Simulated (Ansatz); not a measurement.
GaP: band structure with HSEsol

GaP:

```
CELL_PARAMETERS angstrom
0.00000 2.72525 2.72525
2.72525 0.00000 2.72525
2.72525 2.72525 0.00000
ATOMIC_POSITIONS crystal
Ga 0.00000 0.00000 0.00000
P 0.75000 0.75000 0.75000
```

| Item | Value |
| --- | --- |
| Program | Ansatz 0.2.0 |
| Task | band structure |
| Functional | HSEsol |
| Potentials or basis | Ansatz PAW |
| Cutoff | 420 eV (not typed: the program's choice for these potentials) |
| k mesh | 4 × 4 × 4 |
| Occupations | fermi-dirac, width 0.05 eV |
| Spin | no spin polarisation |
| Path | [["G", "X", "W", "K", "G", "L", "U", "W", "L", "K"], ["U", "X"]] |
| Points for each segment of the path | 4 |

```json
{
  "Pressure": "-1.0 GPa",
  "Band gap on the k mesh": "2.20 eV, indirect (least direct gap 2.74 eV)",
  "Band gap along the path": "2.20 eV, indirect (least direct gap 2.74 eV)"
}
```

Levels at the corners of the path, in eV from the valence-band top:
| point | band 6 | band 7 | band 8 | band 9 | band 10 | band 11 | band 12 | band 13 |
| --- | --- | --- | --- | --- | --- | --- | --- | --- |
| Γ | -13.79 | 0.00 | 0.00 | 0.00 | 2.74 | 4.72 | 4.72 | 4.72 |
| X | -10.55 | -7.38 | -2.95 | -2.95 | 2.20 | 2.49 | 11.99 | 11.99 |
| W | -10.46 | -7.13 | -3.92 | -3.72 | 5.44 | 5.94 | 6.95 | 7.06 |
| K | -10.60 | -7.14 | -4.31 | -2.47 | 2.84 | 5.68 | 9.35 | 9.41 |
| Γ | -13.79 | 0.00 | 0.00 | 0.00 | 2.74 | 4.72 | 4.72 | 4.72 |
| L | -11.54 | -7.28 | -1.22 | -1.22 | 2.45 | 5.56 | 5.56 | 9.11 |
| U | -10.60 | -7.14 | -4.31 | -2.47 | 2.84 | 5.68 | 9.35 | 9.41 |
| W | -10.46 | -7.13 | -3.92 | -3.72 | 5.44 | 5.94 | 6.95 | 7.06 |
| L | -11.54 | -7.28 | -1.22 | -1.22 | 2.45 | 5.56 | 5.56 | 9.11 |
| K | -10.60 | -7.14 | -4.31 | -2.47 | 2.84 | 5.68 | 9.35 | 9.41 |
| U | -10.60 | -7.14 | -4.31 | -2.47 | 2.84 | 5.68 | 9.35 | 9.41 |
| X | -10.55 | -7.38 | -2.95 | -2.95 | 2.20 | 2.49 | 11.99 | 11.99 |

Run time: 3.8 min on 2 threads of Intel(R) Xeon(R) Processor @ 2.50GHz (Skylake/Cascade Lake), with other jobs on the host, peak memory 0.59 GiB.

Caveat: the k mesh is coarse (spacing up to 0.50 Å⁻¹), so the values aren't converged, least of all with exact exchange; the PAW data sets come from PBE, with cores solved anew for the run's functional, which leaves a small shift of forces and pressure; the thresholds are loose for stress.
